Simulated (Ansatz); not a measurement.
**MnAs: a series of runs**

Runs on MnAs, each read by itself: gap and moments.

The COD entry's cell or inner coordinates are ideal or old and differ from later refinements, so a difference from it is no clean test against experiment.

Computed with Ansatz 0.2.0 (DFT PBEsol, scalar-relativistic, plane waves, PAW, unless a step's input says otherwise).

## (1) The structure to begin with

The structure is hexagonal, space group P6_3/mmc (No. 194). The conventional cell has a = 3.717 Å, b = 3.717 Å, c = 5.704 Å, α = 90.00°, β = 90.00°, γ = 120.00°. Around Mn (site symmetry -3m) lie 6 As at 2.58 Å and 2 Mn at 2.85 Å. As (site symmetry -6m2) has 6 Mn at 2.58 Å as nearest neighbours.

As a file:

```
CELL_PARAMETERS angstrom
3.71720 0.00000 0.00000
-1.85860 3.21919 0.00000
0.00000 0.00000 5.70440
ATOMIC_POSITIONS crystal
Mn 0.00000 0.00000 0.00000
Mn 0.00000 0.00000 0.50000
As 0.33333 0.66667 0.25000
As 0.66667 0.33333 0.75000
```

## (2) Af

File input.yaml:

```yaml
crystal:
  lattice:
    - [3.7172, 0.0, 0.0]
    - [-1.8586, 3.2191896309, 0.0]
    - [0.0, 0.0, 5.7044]
  atoms:
    - { symbol: Mn, position: [0.0, 0.0, 0.0], spin: 3.5 }
    - { symbol: Mn, position: [0.0, 0.0, 0.5], spin: -3.5 }
    - { symbol: As, position: [0.3333333333, 0.6666666667, 0.25] }
    - { symbol: As, position: [0.6666666667, 0.3333333333, 0.75] }
magnetization:
  spin_polarized: true
scf:
  occupations: { method: gaussian, width: 0.05 }
output:
  forces: true
  stress: true
  populations: true
hamiltonian:
  xc: pbesol
kpoints:
  mp_grid: { grid: [14, 14, 8] }
```

The run is started by

```sh
$ ansatz run input.yaml --threads 4 --pin off --max-ram 8192MiB --backend cpu --events-out ev --progress --plain --runs-dir out
```

Standard output, cut to the lines that bear on the results:

```text
Warning: RAYON_NUM_THREADS=4 ignored (pool sized by the plan → 4); use --threads N
[...]
Pseudopotentials: kind: paw
Pseudopotential: Mn, paw, valence charge 15, recommended cutoff 420 eV (normal), Mn.paw.azcp
Pseudopotential: As, paw, valence charge 15, recommended cutoff 420 eV (normal), As.paw.azcp
Functional definition: PBEsol
[...]
Crystal: 4 atoms, lattice volume = 68.261 Å³
Basis set: ecut = 420 eV, 1339 PW (Γ), exchange–correlation on 50×50×80 points (8 copies of the dense FFT grid, shifted against one another)
Bands: 41, of which v1, the nominal top of the filled ones, is band 30 counted from 1 (29 counted from 0)
Symmetry: 12 space group operations
Space group: P-3m1 (ITA 164), of the structure as read, at distance tolerance 4.1e-5 Å
Magnetic group: BNS 194.269 (UNI 1499), of the structure as read, at distance tolerance 4.1e-5 Å
k-points: 168 of 1568
[...]
Starting moments: Σ|m| = 7 μB on 2 of 4 sites
Starting magnetic order: altermagnet, g-wave, bulk spin-momentum locking; spin-degenerate planes through Γ normal to [0 0 1], [1 -1 0], [1 2 0], [2 1 0] of the run's lattice
[...]
SCF iter   1: F=—  HF=-17363.255144 eV  |F-HF|=—  |Δ(HF+E_count)|=         —  Δρ=2.24e-2 (↑2.24e-2 ↓2.24e-2)  dr2=6.95e-1  dr2_m=1.24e-1  M=-0.000 μB ∫|m|=6.644 μB  β_m=0.30  ethr=1.15e-3  ⟨swp⟩=1.7  Hψ=62870  notcnv=0
[...]
spin=Collinear: Kerker preconditioning applied to the charge; magnetization (m = ρ↑ − ρ↓) channel mixes plain (no charge-response kernel on spin).
[...]
SCF iter  15: F=-17363.983590 eV  HF=-17363.983590 eV  |F-HF|=4.83e-9  |Δ(HF+E_count)|=   5.84e-9  Δρ=1.25e-6 (↑1.12e-6 ↓1.25e-6)  dr2=5.02e-9  dr2_m=1.37e-11  M=-0.000 μB ∫|m|=6.532 μB  ethr=3.88e-11  ⟨swp⟩=6.6  Hψ=50704  notcnv=0
[...]
WARN: an SCF from ferromagnetic starting moments (-3.50, -3.50, 0.00, 0.00 Bohr magnetons, atom by atom) was not made, by what the run has read of turns of its moments that order reads lower: the deck asks for what bars it, or types moments that do (magnetization.spin_polarized, in the [...]
SCF converged after 15 iterations
Magnetization: -0.0000 μB (30.0000 up, 30.0000 down)
Absolute magnetization: 6.5366 μB (∫|ρ↑−ρ↓|, with the PAW one-centre terms)
Spin contamination: 3.0349 ħ² per cell (⟨S²⟩ above its minimum at these occupations)
Per-site moments (μB) at R_I (Å): [(2.989238594204615, 1.0629077149745854), (-2.989243509603435, 1.0629077149745854), (8.838812193893847e-7, 1.0629077149745856), (8.838812194410391e-7, 1.0629077149745854)]
Free energy (F): -17363.983590 eV
[...]
E sigma→0 (E₀):  -17363.981119 eV
Entropy (-TS):   -0.004942 eV (-1.235 meV/atom)
Fermi energy:    12.854822 eV
[...]
--- Forces (eV/Å), atoms counted from 1 ---
  atom   1  Mn     0.00000000    -0.00000000     0.00000000
  atom   2  Mn    -0.00000000     0.00000000     0.00000000
  atom   3  As    -0.00000000     0.00000000    -0.00001301
  atom   4  As     0.00000000    -0.00000000     0.00001301
[...]
--- Stress (GPa, compression-positive) ---
      -11.354884      -0.000000       0.000000
       -0.000000     -11.354884      -0.000000
       -0.000000      -0.000000     -10.415632
  P = ⅓ Tr σ = -11.0418 GPa (-110.418 kbar)
--- Band table (eV; the first three rows and the last of 336) ---
[...]
--- Löwdin populations: 4 sites ---
  site symbol       q [e]    m [muB]
     0     Mn     14.3195     3.1819
     1     Mn     14.3195    -3.1819
     2     As     15.5262     0.0000
     3     As     15.5262     0.0000
  spilling = 0.005143 (of n_electrons = 60.000000)
```

Caution: the run may have ended on a state that is not the lowest.

Wall time 13 s (4 threads of Intel Xeon 6975P-C (Granite Rapids), shared host); peak memory 0.94 GiB.

## (3) Afp

File input.yaml:

```yaml
crystal:
  lattice:
    - [3.7172, 0.0, 0.0]
    - [0.0, 6.4383792619, 0.0]
    - [0.0, 0.0, 5.7044]
  atoms:
    - { symbol: Mn, position: [0.0, 0.0, 0.0], spin: 3.5 }
    - { symbol: Mn, position: [0.5, 0.5, 0.0], spin: -3.5 }
    - { symbol: Mn, position: [0.0, 0.0, 0.5], spin: 3.5 }
    - { symbol: Mn, position: [0.5, 0.5, 0.5], spin: -3.5 }
    - { symbol: As, position: [0.0, 0.3333333333, 0.25] }
    - { symbol: As, position: [0.5, 0.8333333333, 0.25] }
    - { symbol: As, position: [0.0, 0.6666666667, 0.75] }
    - { symbol: As, position: [0.5, 0.1666666667, 0.75] }
magnetization:
  spin_polarized: true
scf:
  occupations: { method: gaussian, width: 0.05 }
output:
  forces: true
  stress: true
  populations: true
hamiltonian:
  xc: pbesol
kpoints:
  mp_grid: { grid: [14, 8, 8] }
```

The run is started by

```sh
$ ansatz run input.yaml --threads 4 --pin off --max-ram 8192MiB --backend cpu --events-out ev --progress --plain --runs-dir out
```

Standard output, cut to the lines that bear on the results:

```text
Warning: RAYON_NUM_THREADS=4 ignored (pool sized by the plan → 4); use --threads N
[...]
Pseudopotentials: kind: paw
Pseudopotential: Mn, paw, valence charge 15, recommended cutoff 420 eV (normal), Mn.paw.azcp
Pseudopotential: As, paw, valence charge 15, recommended cutoff 420 eV (normal), As.paw.azcp
Functional definition: PBEsol
[...]
Crystal: 8 atoms, lattice volume = 136.522 Å³
Basis set: ecut = 420 eV, 2675 PW (Γ), exchange–correlation on 50×90×80 points (8 copies of the dense FFT grid, shifted against one another)
Bands: 81, of which v1, the nominal top of the filled ones, is band 60 counted from 1 (59 counted from 0)
Symmetry: 8 space group operations
Space group: Pmma (ITA 51), of the structure as read, at distance tolerance 5.1e-5 Å
Magnetic group: BNS 51.301 (UNI 399), of the structure as read, at distance tolerance 5.1e-5 Å
k-points: 200 of 896
[...]
Starting moments: Σ|m| = 14 μB on 4 of 8 sites
Starting magnetic order: antiferromagnet; a translation exchanges its spin sublattices: spin-degenerate at every k-point
[...]
WARN: an SCF from ferromagnetic starting moments (-3.50, -3.50, -3.50, -3.50, 0.00, 0.00, 0.00, 0.00 Bohr magnetons, atom by atom) was not made, by what the run has read of turns of its moments that order reads lower: the deck asks for what bars it, or types moments that do [...]
Fermi energy:    12.878715 eV
[...]
--- Forces (eV/Å), atoms counted from 1 ---
  atom   1  Mn     0.00000000     0.00000000    -0.00000000
  atom   2  Mn     0.00000000     0.00000000     0.00000000
  atom   3  Mn     0.00000000     0.00000000    -0.00000000
  atom   4  Mn     0.00000000    -0.00000000     0.00000000
  atom   5  As     0.00000000     0.06173410     0.00000000
  atom   6  As     0.00000000     0.06173773     0.00000000
  atom   7  As     0.00000000    -0.06173410    -0.00000000
  atom   8  As     0.00000000    -0.06173773    -0.00000000
[...]
--- Stress (GPa, compression-positive) ---
      -10.949814       0.000000       0.000000
        0.000000     -10.130712      -0.000000
        0.000000      -0.000000     -11.880730
  P = ⅓ Tr σ = -10.9871 GPa (-109.871 kbar)
--- Band table (eV; the first three rows and the last of 400) ---
[...]
--- Löwdin populations: 8 sites ---
  site symbol       q [e]    m [muB]
     0     Mn     14.3161     3.1754
     1     Mn     14.3161    -3.1754
     2     Mn     14.3161     3.1754
     3     Mn     14.3161    -3.1754
     4     As     15.5335     0.0491
     5     As     15.5335    -0.0491
     6     As     15.5335     0.0491
     7     As     15.5335    -0.0491
  spilling = 0.005013 (of n_electrons = 120.000000)
```

Caution: the run may have ended on a state that is not the lowest.

It took 68 s on 4 threads of Intel Xeon 6975P-C (Granite Rapids), shared host; peak memory 2.9 GiB.

## (4) Results

| step | level | volume (Å³/atom) | pressure (GPa) | gap on the mesh (eV) | largest spin moment (μB) | time |
| --- | --- | --- | --- | --- | --- | --- |
| 2 | PBEsol, scalar-relativistic | 17.065 | -11.0 | metal | 2.99 | 13 s |
| 3 | PBEsol, scalar-relativistic | 17.065 | -11.0 | metal | 2.98 | 68 s |

Each row holds for the state that its run reached, which need not be the ground state, so the rows aren't joined into a trend here.
